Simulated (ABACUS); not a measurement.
A run of ABACUS 3.10.1 is set up as follows.

INPUT

```
INPUT_PARAMETERS
suffix              InP
calculation         scf
basis_type          pw
pseudo_dir          ./
symmetry            1
dft_functional      pbe
ecutwfc             71
pseudo_rcut         10
nspin               1
nbands              13
ks_solver           dav
smearing_method     fd
smearing_sigma      0.00367493
scf_thr             1e-08
scf_nmax            100
mixing_type         broyden
mixing_beta         0.7
cal_force           1
cal_stress          1
kpar                4
```

Contents of STRU:

```
ATOMIC_SPECIES
In 114.8180 In.upf
P 30.9738 P.upf

LATTICE_CONSTANT
1.8897261246

LATTICE_VECTORS
0.0000000000 2.9305000000 2.9305000000
2.9305000000 0.0000000000 2.9305000000
2.9305000000 2.9305000000 0.0000000000

ATOMIC_POSITIONS
Direct

In
0.0
1
0.0000000000 0.0000000000 0.0000000000 1 1 1

P
0.0
1
0.7500000000 0.7500000000 0.7500000000 1 1 1
```

Contents of KPT:

```
K_POINTS
0
Gamma
8 8 8 0 0 0
```

Potentials or basis: PseudoDojo NC SR 0.4.1 PBE standard, plane waves.

Run with:

```sh
$ OMP_NUM_THREADS=1 mpirun -np 4 abacus > log
```

(1) Estimate the pressure.

(2) Predict the band gap on the k mesh.

Answers

(1) 3.4 GPa.

(2) 0.71 eV, direct.

Caveat: spin-orbit coupling is left out, which moves the levels of the heavy elements.

**Measured values to compare with.**

A printed reference work, data compilation reports, for a bulk crystal of InP at 1.6 K: band gap 1.4236 eV (direct).

Measured gap of InP: 1.4236 eV (direct; 1.6 K; a printed reference work, data compilation). This calculation gives 0.71 eV (-0.71 eV). Spin-orbit coupling on In is left out. The value is that of PBE, without temperature or zero-point motion. Semilocal functionals fall short of measured gaps as a rule.
